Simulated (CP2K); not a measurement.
The system is BaTiO3.

```
CELL_PARAMETERS angstrom
6.10563 0.00000 0.00000
-3.25896 4.26817 0.00000
-3.46366 -1.10458 4.84809
ATOMIC_POSITIONS crystal
Ba 0.99294 0.49864 0.49912
Ba 0.99812 0.99664 0.00014
Ti 0.49527 0.25090 0.73929
Ti 0.49333 0.75158 0.24081
O 0.51082 0.50216 0.01063
O 0.51041 0.00231 0.50870
O 0.49548 0.49574 0.49913
O 0.49557 0.99266 0.99920
O 0.01119 0.00687 0.50887
O 0.00442 0.50250 0.00167
```

Base run:

* Program: CP2K 2026.2
* Functional: PBE
* Potentials or basis: GTH_POTENTIALS Ba GTH-PBE-q10, Ti GTH-PBE-q12, O GTH-PBE-q6; DZVP-MOLOPT-SR-GTH basis
* Density cutoff: 8163 eV
* k mesh: 5 × 5 × 4
* Occupations: fermi-dirac, width 0.05 eV
* Spin: no spin polarisation
* Hubbard terms: Ti d U = 6.0 eV

Its results: band gap on the k mesh 1.42 eV; largest force 1.336 eV/Å.

Problem. After a change of settings the same cell gave: band gap on the k mesh 1.64 eV; largest force 1.438 eV/Å. Which change was it?
A. hubbard terms from Ti d U = 6.0 eV to none
B. hubbard terms from Ti d U = 6.0 eV to Ti d U = 8.0 eV
C. hubbard terms from Ti d U = 6.0 eV to Ti d U = 2.0 eV

Solution. B.

Caveats: this program's U acts on Mulliken populations of all basis functions of the shell, so it isn't the U of plane-wave codes; energies scatter by some meV and the pressure isn't listed; spin-orbit coupling is left out, which moves the levels of the heavy elements; an odd mesh through Γ misses points on the zone boundary, where band edges often lie; the basis of atomic orbitals isn't converged, which shifts pressures, moduli and gaps; forces of over 1 eV/Å show positions far from the minimum, so gaps and moduli don't describe the material at rest.
